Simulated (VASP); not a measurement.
# Mg (P6/mmm) in VASP: notebook

The runs below take Mg through single point, with r2SCAN.

Everything below comes from runs of VASP 6.6.1. Logs are shortened: lines on timing, memory, paths and dates and some standing lists are left out, and cuts for length are marked.

### Step 1. The crystal as given

It takes space group P6/mmm (No. 191, hexagonal). Conventional cell: a = 3.050 Å, b = 3.050 Å, c = 3.045 Å, α = 90.00°, β = 90.00°, γ = 120.00°. Around Mg (site symmetry 6/mmm) lie 8 Mg at 3.04 to 3.05 Å.

This isn't the form of Mg at room conditions, which is hcp.

### Step 2. Single point, r2SCAN

The input, INCAR:

```
ADDGRID = False
ALGO = Normal
EDIFF = 1E-6
ENCUT = 350
ISIF = 2
ISMEAR = 1
LASPH = True
LCHARG = False
LMIXTAU = True
LREAL = False
LWAVE = False
METAGGA = R2SCAN
NELM = 100
PREC = Accurate
SIGMA = 0.2
```

The input, KPOINTS:

```
k-points
0
Gamma
  11 11 9
```

The input, POSCAR:

```
Mg
1.0
    3.0502998005      0.0000000000      0.0000000000
   -1.5251499003      2.6416371164      0.0000000000
    0.0000000000      0.0000000000      3.0448375700
Mg
1
Direct
    0.0000000000      0.0000000000      0.0000000000
```

Potentials or basis: VASP PAW PBE potentials, release 64 (Mg).

Command:

```console
> cat potpaw_PBE.64/Mg/POTCAR > POTCAR
> mpirun -np 1 vasp_std > vasp.out
```

OUTCAR:

```text
EDIFF = 1E-6
   ENCUT = 350
   ISIF = 2
   ISMEAR = 1
   LASPH = True
   LREAL = False
   METAGGA = R2SCAN
   NELM = 100
   PREC = Accurate

 Found     80 irreducible k-points:

 Following reciprocal coordinates:
            Coordinates               Weight
  0.000000  0.000000  0.000000      1.000000
  0.090909  0.000000  0.000000      6.000000
  0.181818  0.000000  0.000000      6.000000
  0.272727  0.000000  0.000000      6.000000
  0.363636  0.000000  0.000000      6.000000
  0.454545  0.000000  0.000000      6.000000
   k-points           NKPTS =     80   k-points in BZ     NKDIM =     80   number of bands    NBANDS=      5
   number of dos      NEDOS =    301   number of ions     NIONS =      1
   total plane-waves  NPLWV =   8000
   dimension x,y,z NGX =    20 NGY =   20 NGZ =   20
   dimension x,y,z NGXF=    40 NGYF=   40 NGZF=   40
   ions per type =               1
   NGX,Y,Z   is equivalent  to a cutoff of  10.90, 10.90, 10.92 a.u.
   NGXF,Y,Z  is equivalent  to a cutoff of  21.80, 21.80, 21.84 a.u.
 SYSTEM =  unknown system
   PREC   = accura    normal or accurate (medium, high low for compatibility)
   ISTART =      0    job   : 0-new  1-cont  2-samecut
   ICHARG =      2    charge: 1-file 2-atom 10-const
   ISPIN  =      1    spin polarized calculation?
   LNONCOLLINEAR =      F non collinear calculations
   LSORBIT =      F    spin-orbit coupling
   LASPH  =      T    aspherical Exc in radial PAW
   ENCUT  =  350.0 eV  25.72 Ry    5.07 a.u.   4.65  4.65  4.64*2*pi/ulx,y,z
   NELM   =    100;   NELMIN=  2; NELMDL= -5     # of ELM steps
   EDIFF  = 0.1E-05   stopping-criterion for ELM
   LREAL  =      F    real-space projection
   EDIFFG = 0.1E-04   stopping-criterion for IOM
   NSW    =      0    number of steps for IOM
   IBRION =     -1    ionic relax: 0-MD 1-quasi-New 2-CG
   NFREE  =      0    steps in history (QN), initial steepest desc. (CG)
   ISIF   =      2    stress and relaxation
   ISYM   =      2    0-nonsym 1-usesym 2-fastsym
   POTIM  = 0.5000    time-step for ionic-motion
   TEBEG  =    0.0;   TEEND  =   0.0 temperature during run
   PSTRESS=    0.0 pullay stress
   NELECT =       2.0000    total number of electrons
   NUPDOWN=      -1.0000    fix difference up-down
   EMIN   =  10.00;   EMAX   =-10.00  energy-range for DOS
   EFERMI =   0.00;   METHOD = LEGACY
   ISMEAR =     1;   SIGMA  =   0.20  broadening in eV -4-tet -1-fermi 0-gaus
   EFERMI_NEDOS =   21; number of points for ismear=-14 and -15
   IALGO  =     38    algorithm
   IMIX   =      4    mixing-type and parameters
     AMIX     =   0.40;   BMIX     =  1.00
     AMIX_MAG =   1.60;   BMIX_MAG =  1.00
  volume/ion in A,a.u.               =      24.53       165.57
  Fermi-wavevector in a.u.,A,eV,Ry     =   0.709836  1.341396  6.855535  0.503868
  Thomas-Fermi vector in A             =   1.796524
   LORBIT       =      0    0 simple, 1 ext, 2 COOP (PROOUT), +10 PAW based schemes
   METAGGA = R2SCAN    functional components
   LHFCALC =     F    Hartree Fock is set to
   AEXX    =    0.0000 exact exchange contribution
   IVDW    =     0    specifies the selected vdW correction
   LEPSILON=     F    determine dielectric tensor
   LRPA    =     F    only Hartree local field effects (RPA)
 non-spin polarized calculation
 Methfessel and Paxton  Order N= 1 SIGMA  =   0.20
  energy-cutoff  :      350.00
  volume of cell :       24.53
 maximum number of plane-waves:       393
 NGX is ok and might be reduce to    20

 number of electron       2.0000000 magnetization

 Free energy of the ion-electron system (eV)
  ---------------------------------------------------
  ext. energy  EPLUGINS =         0.00000000
  ---------------------------------------------------
  free energy    TOTEN  =        -3.86485520 eV

  energy without entropy =       -3.86527900  energy(sigma->0) =       -3.86499646

 E-fermi :   2.2766     XC(G=0):  -8.8346

 val. band max:        2.1499082669   @ k =   0.3636   0.1818   0.3333
 cond. band min:       2.2836819527   @ k =   0.3636   0.2727   0.0000
 fundamental gap:      0.1337736859
 Fermi energy:         2.2765715834

 k-point     1 :       0.0000    0.0000    0.0000
  band No.  band energies     occupation
      1      -4.8372      2.00000
      2      10.8257      0.00000
      3      11.7514      0.00000
      4      15.7143      0.00000
      5      15.7143      0.00000

 k-point     2 :       0.0909    0.0000    0.0000
  band No.  band energies     occupation
      1      -4.6460      2.00000
      2      10.7832      0.00000
      3      11.9107      0.00000
      4      13.3224      0.00000
      5      14.6741      0.00000

 k-point     3 :       0.1818    0.0000    0.0000
  band No.  band energies     occupation
      1      -4.0746      2.00000
      2       9.5225      0.00000
      3      11.5994      0.00000
      4      12.3888      0.00000
      5      13.4652      0.00000

 k-point     4 :       0.2727    0.0000    0.0000
  band No.  band energies     occupation
      1      -3.1297      2.00000
      2       6.8096      0.00000
      3      11.4473      0.00000
      4      12.5358      0.00000
      5      13.1861      0.00000

 k-point     5 :       0.3636    0.0000    0.0000
  band No.  band energies     occupation
      1      -1.8238      2.00000
      2       4.2116     -0.00000
      3      11.2996      0.00000
      4      11.9131      0.00000
      5      14.2980      0.00000

 k-point     6 :       0.4545    0.0000    0.0000
  band No.  band energies     occupation
      1      -0.1950      2.00000
      2       1.9263      2.03274
      3      11.1649      0.00000
      4      11.6014      0.00000
      5      15.6644      0.00000

 [... further k-points ...]
[... 5 lines left out ...]
  --------------------------------------------------------------------------------------
  -------------------------------------------------------------------------------------
  Total        0.0959323      0.0959323     -0.0071308     -0.0000000      0.0000000      0.0000000
  in kB        6.2646339      6.2646339     -0.4656603     -0.0000000      0.0000000      0.0000000
  external PRESSURE =       4.0212025 kB  Pullay stress =       0.0000000 kB

 VOLUME and BASIS-vectors are now :
 -----------------------------------------------------------------------------
  energy-cutoff  :      350.00
  volume of cell :       24.53
      direct lattice vectors                 reciprocal lattice vectors
     3.050299800  0.000000000  0.000000000     0.327836628  0.189276565  0.000000000
    -1.525149900  2.641637116  0.000000000     0.000000000  0.378553130  0.000000000
     0.000000000  0.000000000  3.044837570     0.000000000  0.000000000  0.328424744

 POSITION                                       TOTAL-FORCE (eV/Angst)
 -----------------------------------------------------------------------------------
      0.00000      0.00000      0.00000         0.000000      0.000000      0.000000
 -----------------------------------------------------------------------------------
    total drift:                                0.000000      0.000000      0.000000

  FREE ENERGIE OF THE ION-ELECTRON SYSTEM (eV)
  ---------------------------------------------------
  free  energy   TOTEN  =        -3.8648551977 eV

  energy  without entropy=       -3.8652789976  energy(sigma->0) =       -3.86499646
```

It took 15 s on 1 thread of Intel Xeon 6975P-C (Granite Rapids), shared host; peak memory 0.12 GiB.

The run converged, but some of its settings lie outside the range that counts as converged, so its numbers aren't taken as properties of the crystal.

What came out:

```yaml
Free_energy: -3.8649 eV
Pressure: 0.4 GPa
Band_gap_on_the_k_mesh: none (metal or under the smearing width)
```

Caveat: the PAW data sets were made with another functional, which shifts forces and pressure a little.

### Step 3. Single point, r2SCAN

This run uses another cell than the first one, of the same volume but with other edges.

INCAR is that of step 2.

KPOINTS is that of step 2.

The input, POSCAR:

```
Mg
1.0
    3.1430880000     -0.0084060000     -0.0278050000
   -1.5788240000      2.6046760000      0.0276970000
   -0.0277550000      0.0158990000      3.0020770000
Mg
1
Direct
   -0.0144770000      0.0117080000      0.0082640000
```

Potentials or basis: VASP PAW PBE potentials, release 64 (Mg).

Command:

```console
> cat potpaw_PBE.64/Mg/POTCAR > POTCAR
> mpirun -np 1 vasp_std > vasp.out
```

Wall time 60 s (1 thread of Intel Xeon 6975P-C (Granite Rapids), shared host); peak memory 0.15 GiB.

These settings aren't checked as converged: the numbers below hold their error.

What came out:

```
Free energy            : -3.8622 eV
Pressure               : 0.3 GPa
Band gap on the k mesh : none (metal or under the smearing width)
```

Caveat: the PAW data sets were made with another functional, which shifts forces and pressure a little.

### Step 4. For comparison

An earlier run on the cell as given: functional PBE; potentials or basis VASP PAW PBE potentials, release 64 (Mg); cutoff 520 eV; k mesh 10 × 10 × 9; occupations fermi-dirac, width 0.05 eV; no spin polarisation.

* Pressure: 1.1 GPa
* Band gap on the k mesh: none (metal or under the smearing width)
